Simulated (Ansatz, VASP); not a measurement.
**One calculation of Sb, two programs**

```
CELL_PARAMETERS angstrom
3.11046 0.00000 0.00000
0.00000 3.11046 0.00000
0.00000 0.00000 3.11046
ATOMIC_POSITIONS crystal
Sb 0.00000 0.00000 0.00000
```

Alike in both runs: task relaxation of cell and atoms; functional LDA; k mesh 14 × 14 × 14; occupations gaussian, width 0.1 eV; no spin polarisation.

|  | VASP | Ansatz |
| --- | --- | --- |
| version | VASP 6.6.1 | Ansatz 0.2.0 |
| potentials or method | VASP PAW LDA potentials, release 64 (Sb) | scalar-relativistic, plane waves, PAW |
| plane-wave cutoff (eV) | 600 | 420 |
| valence electrons in the cell | 5 | 15 |

VASP gave:

```
gap on the k mesh at the Fermi level, each at its own relaxed structure (eV) : none
relaxed volume (Å³/atom)                                                     : 28.23
relaxed cell length with the largest relative difference (Å)                 : 3.045
energy change over the relaxation (meV/atom)                                 : -22
```

Task: Estimate Ansatz's values.

Result: gap on the k mesh at the Fermi level, each at its own relaxed structure (eV): none; relaxed volume (Å³/atom): 28.13; relaxed cell length with the largest relative difference (Å): 3.041; energy change over the relaxation (meV/atom): -24.

A gap of «none» marks a metal or a gap that the smearing closes. The two sets of potentials don't hold the same shells in valence.

The runs have no spin-orbit coupling, so splittings on Sb are missing. LDA usually gives volumes a few per cent too small. Zero-point motion and thermal expansion aren't in these numbers.
